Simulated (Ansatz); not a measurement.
Here is an Ansatz 0.2.0 calculation.

The input input.yaml:

```yaml
crystal:
  lattice:
    - [0.0, 2.9785, 2.9785]
    - [2.9785, 0.0, 2.9785]
    - [2.9785, 2.9785, 0.0]
  atoms:
    - { symbol: Eu, position: [0.0, 0.0, 0.0], spin: 7.0 }
    - { symbol: S, position: [0.5, 0.5, 0.5] }
hamiltonian:
  xc: rpbe
  pseudopotentials: { kind: paw }
  dispersion: d4
magnetization:
  spin_polarized: true
kpoints:
  mp_grid: { grid: [8, 8, 8] }
scf:
  occupations: { method: fermi_dirac, width: 0.05 }
output:
  forces: true
  stress: true
relax:
  f_tol: 0.01
  max_steps: 40
  cell: { stress_tol: 0.05 }
```

Potentials or basis: Ansatz PAW.

Command:

```sh
$ ansatz run input.yaml --threads 2 --pin off --max-ram 5120MiB --backend cpu --events-out ev --progress --plain --runs-dir out
```

Predict the relaxed volume.

24.44 Å³/atom.

Predict the absolute moment.

7.12 μB per cell.

Predict the space group after relaxing (to 0.05 Å).

Fm-3m (No. 225).

What does it give for the net moment?

6.97 μB per cell.

Final structure:
```
Eu S
1.0
     0.00000    2.90219    2.90219
     2.90219    0.00000    2.90219
     2.90219    2.90219    0.00000
Eu S
1 1
Direct
  0.00000 0.00000 0.00000
  0.50000 0.50000 0.50000
```

Caveat: a cell with one magnetic atom can't hold antiferromagnetic order, which such compounds often take; without U or exact exchange the open f shell lies at the Fermi level, which spoils levels, moments and volumes; the PAW data sets come from PBE, with cores solved anew for the run's functional, which leaves a small shift of forces and pressure. The state reached can hang on the start; a lower one may exist.
